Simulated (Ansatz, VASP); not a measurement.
**Two plane-wave programs on Cu**

```
Cu
1.0
     0.00000    1.74786    1.74786
     1.74786    0.00000    1.74786
     1.74786    1.74786    0.00000
Cu
1
Direct
  0.00000 0.00000 0.00000
```

Alike in both runs: functional PBE; k mesh 28 × 28 × 28; occupations gaussian, width 0.1 eV; no spin polarisation.

Ansatz relaxed the structure, and its values are those at the end. VASP's run is a single point on that final structure, the one shown.

|  | VASP | Ansatz |
| --- | --- | --- |
| version | VASP 6.6.1 | Ansatz 0.2.0 |
| potentials or method | VASP PAW PBE potentials, release 64 (Cu) | scalar-relativistic, plane waves, PAW |
| plane-wave cutoff (eV) | 520 | 420 |
| valence electrons in the cell | 11 | 19 |

```tsv
	VASP	Ansatz	Ansatz less VASP
gap on the k mesh at the Fermi level (eV)	none	none	-
pressure (GPa)	21.9	21.1	-0.84
```

A gap of «none» marks a metal or a gap that the smearing closes. The two sets of potentials don't hold the same shells in valence.

Caveats: so large a pressure means that the cell lies far from this level's equilibrium, or that cutoff or potentials fall short (VASP).
